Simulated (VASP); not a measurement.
# HfB2 (P6/mmm) in VASP: further runs

One crystal, HfB2, is run at these levels: PBEsol; tasks: single point.

All numbers are computed with VASP 6.6.1; they aren't measurements. Logs are shortened: lines on timing, memory, paths and dates and some standing lists are left out, and cuts for length are marked.

### 1 Starting point

Symmetry: P6/mmm, No. 191, hexagonal system. The conventional cell has a = 3.140 Å, b = 3.140 Å, c = 3.480 Å, α = 90.00°, β = 90.00°, γ = 120.00°. Around Hf (site symmetry 6/mmm) lie 12 B at 2.51 Å. B (site symmetry -6m2) is surrounded by 3 B at 1.81 Å.

### 2 Single point, PBEsol

INCAR reads:

```
SYSTEM = HfB2
  PREC = Accurate
  ENCUT = 650
  EDIFF = 1E-7
  ISMEAR = 1
  SIGMA = 0.15
  LREAL = .FALSE.
  LASPH = .TRUE.
  NELM = 100
  ALGO = Normal
  ISIF = 2
  LWAVE = .FALSE.
  LCHARG = .FALSE.
  GGA = PS
  NBANDS = 12
  ADDGRID = .FALSE.
```

KPOINTS reads:

```
Automatic mesh
0
G
  11 11 8
  0 0 0
```

POSCAR reads:

```
HfB2
1.0
    3.1400000000      0.0000000000      0.0000000000
   -1.5700000000      2.7193197679      0.0000000000
    0.0000000000      0.0000000000      3.4800000000
Hf B
1 2
Direct
   -0.0142630000      0.0046330000     -0.0059370000
    0.6696320000      0.3380360000      0.4871880000
    0.3055440000      0.6904850000      0.5067950000
```

Potentials or basis: VASP PAW PBE potentials, release 64 (Hf, B).

The run is started by

```
> cat potpaw_PBE.64/Hf/POTCAR potpaw_PBE.64/B/POTCAR > POTCAR
> mpirun -np 1 vasp_std > vasp.out
```

OUTCAR:

```text
SYSTEM = HfB2
   PREC = Accurate
   ENCUT = 650
   EDIFF = 1E-7
   ISMEAR = 1
   LREAL = .FALSE.
   LASPH = .TRUE.
   NELM = 100
   ISIF = 2
   GGA = PS

 Found    485 irreducible k-points:

 Following reciprocal coordinates:
            Coordinates               Weight
  0.000000  0.000000  0.000000      1.000000
  0.090909  0.000000  0.000000      2.000000
  0.000000  0.090909  0.000000      2.000000
 -0.090909  0.090909  0.000000      2.000000
  0.181818  0.000000  0.000000      2.000000
  0.000000  0.181818  0.000000      2.000000
   k-points           NKPTS =    485   k-points in BZ     NKDIM =    485   number of bands    NBANDS=     12
   number of dos      NEDOS =    301   number of ions     NIONS =      3
   total plane-waves  NPLWV =  23520
   dimension x,y,z NGX =    28 NGY =   28 NGZ =   30
   dimension x,y,z NGXF=    56 NGYF=   56 NGZF=   60
   ions per type =               1   2
   NGX,Y,Z   is equivalent  to a cutoff of  14.82, 14.82, 14.33 a.u.
   NGXF,Y,Z  is equivalent  to a cutoff of  29.65, 29.65, 28.66 a.u.
 SYSTEM =  HfB2
   PREC   = accura    normal or accurate (medium, high low for compatibility)
   ISTART =      0    job   : 0-new  1-cont  2-samecut
   ICHARG =      2    charge: 1-file 2-atom 10-const
   ISPIN  =      1    spin polarized calculation?
   LNONCOLLINEAR =      F non collinear calculations
   LSORBIT =      F    spin-orbit coupling
   LASPH  =      T    aspherical Exc in radial PAW
   ENCUT  =  650.0 eV  47.77 Ry    6.91 a.u.   6.53  6.53  7.23*2*pi/ulx,y,z
   NELM   =    100;   NELMIN=  2; NELMDL= -5     # of ELM steps
   EDIFF  = 0.1E-06   stopping-criterion for ELM
   LREAL  =      F    real-space projection
   EDIFFG = 0.1E-05   stopping-criterion for IOM
   NSW    =      0    number of steps for IOM
   IBRION =     -1    ionic relax: 0-MD 1-quasi-New 2-CG
   NFREE  =      0    steps in history (QN), initial steepest desc. (CG)
   ISIF   =      2    stress and relaxation
   ISYM   =      2    0-nonsym 1-usesym 2-fastsym
   POTIM  = 0.5000    time-step for ionic-motion
   TEBEG  =    0.0;   TEEND  =   0.0 temperature during run
   PSTRESS=    0.0 pullay stress
   NELECT =      10.0000    total number of electrons
   NUPDOWN=      -1.0000    fix difference up-down
   EMIN   =  10.00;   EMAX   =-10.00  energy-range for DOS
   EFERMI =   0.00;   METHOD = LEGACY
   ISMEAR =     1;   SIGMA  =   0.15  broadening in eV -4-tet -1-fermi 0-gaus
   EFERMI_NEDOS =   21; number of points for ismear=-14 and -15
   IALGO  =     38    algorithm
   IMIX   =      4    mixing-type and parameters
     AMIX     =   0.40;   BMIX     =  1.00
     AMIX_MAG =   1.60;   BMIX_MAG =  1.00
  volume/ion in A,a.u.               =       9.90        66.84
  Fermi-wavevector in a.u.,A,eV,Ry     =   1.138724  2.151876 17.642568  1.296692
  Thomas-Fermi vector in A             =   2.275428
   LORBIT       =      0    0 simple, 1 ext, 2 COOP (PROOUT), +10 PAW based schemes
   GGA     = PS    functional components
   LHFCALC =     F    Hartree Fock is set to
   AEXX    =    0.0000 exact exchange contribution
   IVDW    =     0    specifies the selected vdW correction
   LEPSILON=     F    determine dielectric tensor
   LRPA    =     F    only Hartree local field effects (RPA)
 non-spin polarized calculation
 Methfessel and Paxton  Order N= 1 SIGMA  =   0.15
  energy-cutoff  :      650.00
  volume of cell :       29.71
 maximum number of plane-waves:      1143
 NGX is ok and might be reduce to    28
   NGX = 13   NGY = 13   NGZ = 15

 number of electron      10.0000000 magnetization

 Free energy of the ion-electron system (eV)
  ---------------------------------------------------
  ext. energy  EPLUGINS =         0.00000000
  ---------------------------------------------------
  free energy    TOTEN  =       -27.80197818 eV

  energy without entropy =      -27.80211985  energy(sigma->0) =      -27.80202540

 E-fermi :   7.7136     XC(G=0): -12.4524

 val. band max:        7.6731752636   @ k =  -0.1818  -0.1818   0.1250
 cond. band min:       7.7172023541   @ k =  -0.0909   0.0909   0.3750
 fundamental gap:      0.0440270906
 Fermi energy:         7.7136188323

 k-point     1 :       0.0000    0.0000    0.0000
  band No.  band energies     occupation
      1      -5.9014      2.00000
      2       4.3747      2.00000
      3       4.7247      2.00000
      4       5.0458      2.00000
      5       5.5464      2.00000
      6      11.5567      0.00000
      7      11.7171      0.00000
      8      11.9372      0.00000
      9      12.1286      0.00000
     10      12.8329      0.00000
     11      13.1103      0.00000
     12      13.9728      0.00000

 k-point     2 :       0.0909    0.0000    0.0000
  band No.  band energies     occupation
      1      -5.7337      2.00000
      2       3.9918      2.00000
      3       4.8493      2.00000
      4       4.9575      2.00000
      5       5.4642      2.00000
      6      10.8960      0.00000
      7      11.5732      0.00000
      8      11.8415      0.00000
      9      12.0515      0.00000
     10      13.1518      0.00000
     11      13.7443      0.00000
     12      14.5468      0.00000

 k-point     3 :       0.0000    0.0909    0.0000
  band No.  band energies     occupation
      1      -5.7327      2.00000
      2       4.0268      2.00000
      3       4.8375      2.00000
      4       4.9451      2.00000
      5       5.4314      2.00000
      6      10.8564      0.00000
      7      11.5888      0.00000
      8      11.9596      0.00000
      9      12.0736      0.00000
     10      13.0426      0.00000
     11      13.6806      0.00000
     12      14.6789      0.00000

 k-point     4 :      -0.0909    0.0909    0.0000
  band No.  band energies     occupation
      1      -5.7274      2.00000
      2       4.3712      2.00000
      3       4.7945      2.00000
      4       4.8968      2.00000
      5       5.0252      2.00000
      6      10.9137      0.00000
      7      11.7987      0.00000
      8      11.8568      0.00000
      9      12.0153      0.00000
     10      13.0743      0.00000
     11      13.9094      0.00000
     12      14.7839      0.00000

 k-point     5 :       0.1818    0.0000    0.0000
  band No.  band energies     occupation
      1      -5.2479      2.00000
      2       2.9892      2.00000
      3       4.5926      2.00000
      4       5.1751      2.00000
      5       5.4270      2.00000
      6      10.1169     -0.00000
      7      11.2373      0.00000
      8      11.4159      0.00000
      9      11.8993      0.00000
     10      13.6045      0.00000
     11      15.0603      0.00000
     12      15.3514      0.00000

 k-point     6 :       0.0000    0.1818    0.0000
  band No.  band energies     occupation
      1      -5.2435      2.00000
      2       3.0372      2.00000
      3       4.5610      2.00000
      4       5.1221      2.00000
      5       5.3999      2.00000
      6      10.0611     -0.00000
      7      11.2760      0.00000
      8      11.5078      0.00000
      9      11.9894      0.00000
     10      13.5380      0.00000
     11      15.0045      0.00000
     12      15.3441      0.00000

 [... further k-points ...]

------------------------ aborting loop because EDIFF is reached ----------------------------------------

  FORCE on cell =-STRESS in cart. coord.  units (eV):
  Direction    XX          YY          ZZ          XY          YZ          ZX
  --------------------------------------------------------------------------------------
  -------------------------------------------------------------------------------------
  Total       -0.1167619     -0.4770340     -0.7998158     -0.2473063      0.0413426     -0.0643225
  in kB       -6.2956770    -25.7211694    -43.1252250    -13.3344957      2.2291488     -3.4682041
  external PRESSURE =     -25.0473572 kB  Pullay stress =       0.0000000 kB

 VOLUME and BASIS-vectors are now :
 -----------------------------------------------------------------------------
  energy-cutoff  :      650.00
  volume of cell :       29.71
      direct lattice vectors                 reciprocal lattice vectors
     3.140000000  0.000000000  0.000000000     0.318471338  0.183869512  0.000000000
    -1.570000000  2.719319768  0.000000000     0.000000000  0.367739025  0.000000000
     0.000000000  0.000000000  3.480000000     0.000000000  0.000000000  0.287356322

 POSITION                                       TOTAL-FORCE (eV/Angst)
 -----------------------------------------------------------------------------------
      3.08794      0.01260      3.45934        -0.167210      0.369010      0.164673
      1.57193      0.91923      1.69541        -1.406424      0.298398      0.312356
     -0.12465      1.87765      1.76365         1.573634     -0.667408     -0.477028
 -----------------------------------------------------------------------------------
    total drift:                               -0.000001      0.000006     -0.000030

  FREE ENERGIE OF THE ION-ELECTRON SYSTEM (eV)
  ---------------------------------------------------
  free  energy   TOTEN  =       -27.8019781796 eV

  energy  without entropy=      -27.8021198546  energy(sigma->0) =      -27.80202540
```

Wall time 94 s (1 thread of Intel Xeon Platinum 8559C (Emerald Rapids), shared host); peak memory 0.38 GiB.

The run converged, but some of its settings lie outside the range that counts as converged, so its numbers aren't taken as properties of the crystal.

Results:

```yaml
Free_energy: -27.8020 eV
Pressure: -2.5 GPa
Largest_force: 1.775 eV/Å
Band_gap_on_the_k_mesh: none (metal or under the smearing width)
```

Caveat: the PAW data sets were made with another functional, which shifts forces and pressure a little.

### 3 Single point, PBEsol

INCAR: that of step 2 with these lines changed.

```diff
@@ -2,3 +2,3 @@
   PREC = Accurate
-  ENCUT = 650
+  ENCUT = 460
   EDIFF = 1E-7
```

KPOINTS reads:

```
Automatic mesh
0
G
  13 13 10
  0 0 0
```

POSCAR reads:

```
HfB2
1.0
    3.1400000000      0.0000000000      0.0000000000
   -1.5700000000      2.7193197679      0.0000000000
    0.0000000000      0.0000000000      3.4800000000
Hf B
1 2
Direct
    0.0000000000      0.0000000000      0.0000000000
    0.6666666667      0.3333333333      0.5000000000
    0.3333333333      0.6666666667      0.5000000000
```

Potentials or basis: VASP PAW PBE potentials, release 64 (Hf, B).

The run is started by

```
> cat potpaw_PBE.64/Hf/POTCAR potpaw_PBE.64/B/POTCAR > POTCAR
> mpirun -np 1 vasp_std > vasp.out
```

Wall time 13 s (1 thread of Intel Xeon Platinum 8559C (Emerald Rapids), shared host); peak memory 0.16 GiB.

These settings aren't checked as converged: the numbers below hold their error.

Results:

```yaml
Free_energy: -27.9280 eV
Pressure: -4.1 GPa
Band_gap_on_the_k_mesh: none (metal or under the smearing width)
```

Caveat: the PAW data sets were made with another functional, which shifts forces and pressure a little.

### 4 Single point, PBEsol

INCAR is that of step 3.

KPOINTS is that of step 3.

POSCAR reads:

```
HfB2
1.0
    3.1400000000      0.0000000000      0.0000000000
   -1.5700000000      2.7193197679      0.0000000000
    0.0000000000      0.0000000000      3.4800000000
Hf B
1 2
Direct
   -0.0142630000      0.0046330000     -0.0059370000
    0.6696320000      0.3380360000      0.4871880000
    0.3055440000      0.6904850000      0.5067950000
```

The run is started by

```
> cat potpaw_PBE.64/Hf/POTCAR potpaw_PBE.64/B/POTCAR > POTCAR
> mpirun -np 1 vasp_std > vasp.out
```

Wall time 77 s (1 thread of Intel Xeon Platinum 8559C (Emerald Rapids), shared host); peak memory 0.38 GiB.

These settings aren't checked as converged: the numbers below hold their error.

What came out:

```yaml
Free_energy: -27.7976 eV
Pressure: -2.4 GPa
Largest_force: 1.751 eV/Å
Band_gap_on_the_k_mesh: none (metal or under the smearing width)
```

Caveat: the PAW data sets were made with another functional, which shifts forces and pressure a little.

### 5 Single point, PBEsol

INCAR: that of step 4 with these lines changed.

```diff
@@ -2,3 +2,3 @@
   PREC = Accurate
-  ENCUT = 460
+  ENCUT = 340
   EDIFF = 1E-7
```

KPOINTS reads:

```
Automatic mesh
0
G
  15 15 12
  0 0 0
```

POSCAR reads:

```
HfB2
1.0
    3.1400000000      0.0000000000      0.0000000000
   -1.5700000000      2.7193197679      0.0000000000
    0.0000000000      0.0000000000      3.4800000000
Hf B
1 2
Direct
    0.0000000000      0.0000000000      0.0000000000
    0.6666666667      0.3333333333      0.5000000000
    0.3333333333      0.6666666667      0.5000000000
```

The run is started by

```
> cat potpaw_PBE.64/Hf/POTCAR potpaw_PBE.64/B/POTCAR > POTCAR
> mpirun -np 1 vasp_std > vasp.out
```

It took 18 s on 1 thread of Intel Xeon Platinum 8559C (Emerald Rapids), shared host; peak memory 0.15 GiB.

The run converged, but some of its settings lie outside the range that counts as converged, so its numbers aren't taken as properties of the crystal.

Results:

* Free energy: -27.9244 eV
* Band gap on the k mesh: none (metal or under the smearing width)

Caveat: the cutoff is under 1.25 times the usual one of these potentials, so pressure, stress and relaxed cells hold a basis-set (Pulay) error; the PAW data sets were made with another functional, which shifts forces and pressure a little.

### 6 Single point, PBEsol

INCAR is that of step 5.

KPOINTS is that of step 5.

POSCAR reads:

```
HfB2
1.0
    3.1400000000      0.0000000000      0.0000000000
   -1.5700000000      2.7193197679      0.0000000000
    0.0000000000      0.0000000000      3.4800000000
Hf B
1 2
Direct
   -0.0142630000      0.0046330000     -0.0059370000
    0.6696320000      0.3380360000      0.4871880000
    0.3055440000      0.6904850000      0.5067950000
```

Potentials or basis: VASP PAW PBE potentials, release 64 (Hf, B).

The run is started by

```
> cat potpaw_PBE.64/Hf/POTCAR potpaw_PBE.64/B/POTCAR > POTCAR
> mpirun -np 1 vasp_std > vasp.out
```

Wall time 1.8 min (1 thread of Intel Xeon Platinum 8559C (Emerald Rapids), shared host); peak memory 0.39 GiB.

The run converged, but some of its settings lie outside the range that counts as converged, so its numbers aren't taken as properties of the crystal.

Results:

* Free energy: -27.7923 eV
* Largest force: 1.764 eV/Å
* Band gap on the k mesh: none (metal or under the smearing width)

Caveat: the cutoff is under 1.25 times the usual one of these potentials, so pressure, stress and relaxed cells hold a basis-set (Pulay) error; the PAW data sets were made with another functional, which shifts forces and pressure a little.
